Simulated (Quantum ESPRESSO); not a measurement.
## NaH in Quantum ESPRESSO: the effect of functional

NaH:

```
CELL_PARAMETERS angstrom
0.00000 2.44000 2.44000
2.44000 0.00000 2.44000
2.44000 2.44000 0.00000
ATOMIC_POSITIONS crystal
Na 0.00000 0.00000 0.00000
H 0.50000 0.50000 0.50000
```

Alike in all runs:

| Property | Result |
| --- | --- |
| Program | Quantum ESPRESSO 7.5 |
| Task | dielectric tensor |
| Cutoff | 1197 eV |
| Density cutoff | 4789 eV |
| k mesh | 6 × 6 × 6, shifted |
| Occupations | fermi-dirac, width 0.05 eV |
| Spin | no spin polarisation |

**Question.** One run gave: pressure -0.4 GPa; dielectric constant 2.94 mean. Which functional did it use?
A. LDA
B. BLYP
C. WC
D. PBEsol
E. AM05

**Answer.** B.

| functional | potentials or basis | pressure (GPa) | dielectric constant (mean) |
| --- | --- | --- | --- |
| LDA | PseudoDojo 0.4.1 SR LDA standard | -2.6 | 3.34 |
| PBE | PseudoDojo 0.4.1 SR PBE standard | -0.6 | 3.13 |
| PBEsol | PseudoDojo 0.4.1 SR PBEsol standard | -1.2 | 3.25 |
| WC | PseudoDojo 0.4.1 SR PBE standard | -1.0 | 3.21 |
| BLYP | PseudoDojo 0.4.1 SR PBE standard | -0.4 | 2.94 |
| AM05 | PseudoDojo 0.4.1 SR PBE standard | -0.5 | 3.23 |

Caveats: the potentials were made for another functional, which shifts forces and pressure (some runs).
